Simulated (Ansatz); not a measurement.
# Moving the functional in SiC

```
Si C
1.0
     3.07600    0.00000    0.00000
    -1.53800    2.66389    0.00000
     0.00000    0.00000    5.04800
Si C
2 2
Direct
  0.66667 0.33333 0.50000
  0.33333 0.66667 0.00000
  0.66667 0.33333 0.88500
  0.33333 0.66667 0.38500
```

Kept alike: task band structure; k mesh 10 × 10 × 5; occupations fermi-dirac, width 0.05 eV; no spin polarisation. Program: Ansatz, all-electron LAPW, scalar-relativistic. The mesh is that of the run's cell of 4 atoms. No spin-orbit coupling.

```csv
functional,band gap (eV),pressure (GPa)
LDA,2.212,-3.99
PBE,2.324,3.72
PBEsol,2.170,0.22
```

Pressure is positive in compression. Gaps are the smaller of the mesh's and the band path's.

Question: What does the functional change here?

Answer: The band gap runs from 2.170 (PBEsol) to 2.324 eV (PBE). From PBE: LDA -0.112; PBEsol -0.154. The pressure runs from -3.99 (LDA) to 3.72 GPa (PBE). From PBE: LDA -7.71; PBEsol -3.50.
